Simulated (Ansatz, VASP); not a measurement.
## Two plane-wave programs on BN

INCAR

```
SYSTEM = BN
PREC = Accurate ; ENCUT = 520
EDIFF = 1E-6 ; ISMEAR = 0
SIGMA = 0.01 ; LREAL = .FALSE.
LASPH = .TRUE. ; NELM = 100
ALGO = Normal ; ISIF = 2
LWAVE = .FALSE. ; LCHARG = .TRUE.
GGA = PE ; LELF = .TRUE.
LVHAR = .TRUE. ; NBANDS = 16
```

The input KPOINTS:

```
regular mesh
0
G
  9 9 4
  0 0 0
```

POSCAR

```
BN
1.0
    2.5439493169      0.0000000000      0.0000000000
   -1.2719746584      2.2031247344      0.0000000000
    0.0000000000      0.0000000000      4.2078167860
B N
2 2
Direct
    0.6666666667      0.3333333333      0.0002035744
    0.3333333333      0.6666666667      0.5002035744
    0.6666666667      0.3333333333      0.3747964256
    0.3333333333      0.6666666667      0.8747964256
```

Input for Ansatz:

```yaml
crystal:
  lattice:
    - [2.5439493169, 0.0, 0.0]
    - [-1.2719746584, 2.2031247344, 0.0]
    - [0.0, 0.0, 4.207816786]
  atoms:
    - { symbol: B, position: [0.6666666667, 0.3333333333, 0.0002035744] }
    - { symbol: B, position: [0.3333333333, 0.6666666667, 0.5002035744] }
    - { symbol: "N", position: [0.6666666667, 0.3333333333, 0.3747964256] }
    - { symbol: "N", position: [0.3333333333, 0.6666666667, 0.8747964256] }
kpoints:
  mp_grid: { grid: [9, 9, 4] }
hamiltonian:
  xc: pbe
scf:
  occupations: { method: fixed }
output:
  optics:
    e_range: [0, 20]
    de: 0.05
    sigma: 0.1
    bands: { spectra_wanted_up_to: 20 }
    scissors: 1.667
```

Alike in both runs: task single point; functional PBE; k mesh 9 × 9 × 4; no spin polarisation.

|  | VASP | Ansatz |
| --- | --- | --- |
| version | VASP 6.6.1 | Ansatz 0.2.0 |
| potentials or method | VASP PAW PBE potentials, release 64 (B, N) | plane waves, PAW |
| plane-wave cutoff (eV) | 520 | 420 |
| occupations | gaussian, width 0.01 eV | fixed |
| valence electrons in the cell | 16 | 16 |

```tsv
	VASP	Ansatz	Ansatz less VASP
gap on the k mesh at the Fermi level (eV)	5.19	5.21	+0.018
```

Caveats: an odd mesh through Γ misses points on the zone boundary, where band edges often lie. A hybrid or GW would open this gap; PBE tends to underestimate it.
